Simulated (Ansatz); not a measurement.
Si3N4:

```
CELL_PARAMETERS angstrom
4.13078 0.00000 0.00000
0.00000 4.13078 0.00000
0.00000 0.00000 4.13078
ATOMIC_POSITIONS crystal
Si 0.00000 0.00000 0.50000
Si 0.50000 0.00000 0.00000
Si 0.00000 0.50000 0.00000
N 0.23952 0.23952 0.76048
N 0.76048 0.76048 0.76048
N 0.23952 0.76048 0.23952
N 0.76048 0.23952 0.23952
```

The cell was built by a generator and needn't be a form met in nature.

- Program: Ansatz 0.2.0
- Task: relaxation of cell and atoms
- Functional: LDA
- Potentials or basis: Ansatz PAW
- Cutoff: 420 eV (not typed: the program's choice for these potentials)
- k mesh: 7 × 7 × 7
- Occupations: fermi-dirac, width 0.05 eV
- Spin: no spin polarisation

At the start: volume 10.07 Å³/atom.

Problem. Where does the relaxation end?

Solution. It ends after 7 steps and the volume is 9.69 Å³/atom (-3.8 %); space group P-43m (No. 215, to 0.05 Å).

Step by step:
| step | energy change (eV) | largest force (eV/Å) | volume (Å³) |
| --- | --- | --- | --- |
| 1 | 0.0000 | 0.3075 | 70.48 |
| 2 | -0.0647 | 0.2758 | 68.92 |
| 3 | -0.0876 | 0.0635 | 67.80 |
| 4 | -0.0878 | 0.0146 | 67.85 |
| 5 | -0.0788 | 0.0143 | 67.85 |
| 6 | -0.0790 | 0.0002 | 67.81 |
| 7 | -0.0788 | 0.0003 | 67.81 |

Final structure:
```cif
data_structure
_symmetry_space_group_name_H-M 'P 1'
_symmetry_Int_Tables_number 1
_cell_length_a 4.0778
_cell_length_b 4.0778
_cell_length_c 4.0778
_cell_angle_alpha 90.000
_cell_angle_beta 90.000
_cell_angle_gamma 90.000
_cell_volume 67.81
loop_
_atom_site_label
_atom_site_type_symbol
_atom_site_fract_x
_atom_site_fract_y
_atom_site_fract_z
_atom_site_occupancy
Si1 Si 0.00000 0.00000 0.50000 1
Si2 Si 0.50000 0.00000 0.00000 1
Si3 Si 0.00000 0.50000 0.00000 1
N1 N 0.23979 0.23979 0.76021 1
N2 N 0.76021 0.76021 0.76021 1
N3 N 0.23979 0.76021 0.23979 1
N4 N 0.76021 0.23979 0.23979 1
```

Caveat: the plane-wave basis is chosen anew once the cell has moved, so the energies of steps on either side of that aren't comparable; the pressure holds a Pulay correction of +0.7 GPa for the finite cutoff; the PAW data sets come from PBE, with cores solved anew for the run's functional, which leaves a small shift of forces and pressure.
